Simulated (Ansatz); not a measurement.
# TaN: the cost of one run

Computed with Ansatz 0.2.0 (DFT PBEsol, scalar-relativistic, plane waves, PAW, unless a step's input says otherwise).

2 further runs of the same task are left out: 2 set aside as unsound or not needed.

## 1. Starting point

Symmetry: P-6m2, No. 187, hexagonal system. Conventional cell: a = 2.924 Å, b = 2.924 Å, c = 2.871 Å, α = 90.00°, β = 90.00°, γ = 120.00°. Around Ta (site symmetry -6m2) lie 6 N at 2.22 Å. N (site symmetry -6m2) has 6 Ta at 2.22 Å as nearest neighbours.

As a file:

```
Ta N
1.0
     2.92399    0.00000    0.00000
    -1.46199    2.53225    0.00000
     0.00000    0.00000    2.87073
Ta N
1 1
Cartesian
  0.0000 1.6882 1.4354
  0.0000 0.0000 0.0000
```

This cell was relaxed beforehand with the same method: volume 10.63 Å³/atom, gap on the mesh none (metal).

Bulk energy on matching settings, from an earlier run: -5093.8223 eV/atom.

## 2. The (001) slab

Planes are indexed in the bulk's conventional cell (P-6m2 (No. 187)), a = 2.924 Å, b = 2.924 Å, c = 2.871 Å, α = 90.00°, β = 90.00°, γ = 120.00°.

The slab is a (001) slab, 10.0 Å thick as cut, with 15 Å of vacuum; its outer planes are N (top) and Ta (bottom).

The slab as cut. Its planes from the bottom up:

| plane | atoms per cell | height over the lowest (Å) |
| --- | --- | --- |
| 1 | Ta | 0.00 |
| 2 | N | 1.44 |
| 3 | Ta | 2.87 |
| 4 | N | 4.31 |
| 5 | Ta | 5.74 |
| 6 | N | 7.18 |
| 7 | Ta | 8.61 |
| 8 | N | 10.05 |

## 3. The slab as cut, atoms at the bulk's places

A dipole layer in the vacuum cancels the field that periodic copies would set up if the slab's two faces differ.

Input file input.yaml:

```yaml
crystal:
  lattice:
    - [2.9239890448, 0.0, 0.0]
    - [-1.4619945224, 2.5322487932, 0.0]
    - [0.0, 0.0, 25.0475467489]
  atoms:
    - { symbol: Ta, position: [0.3333333333, 0.6666666667, 0.2994305221] }
    - { symbol: "N", position: [0.0, 0.0, 0.3567360872] }
    - { symbol: Ta, position: [0.3333333333, 0.6666666667, 0.4140416523] }
    - { symbol: "N", position: [0.0, 0.0, 0.4713472174] }
    - { symbol: Ta, position: [0.3333333333, 0.6666666667, 0.5286527826] }
    - { symbol: "N", position: [0.0, 0.0, 0.5859583477] }
    - { symbol: Ta, position: [0.3333333333, 0.6666666667, 0.6432639128] }
    - { symbol: "N", position: [0.0, 0.0, 0.7005694779] }
basis:
  ecutwfc: 420
kpoints:
  mp_grid: { grid: [12, 12, 1] }
hamiltonian:
  xc: pbesol
scf:
  occupations: { method: gaussian, width: 0.1 }
output:
  forces: true
  stress: true
  eigenvalues: true
  write_density: true
  write_potential: true
  elf: true
  volumetric_format: npy
efield:
  axis: 3
  dipole_correction: true
  ramp_width: 0.04
```

Launch:

```bash
ansatz run input.yaml --threads 1 --pin off --max-ram 3072MiB --backend cpu --events-out ev --progress --plain --runs-dir out
```

What time and memory should one allow on 1 thread of an Arm CPU, shared host?

About 26 s, with a peak of 0.42 GiB.
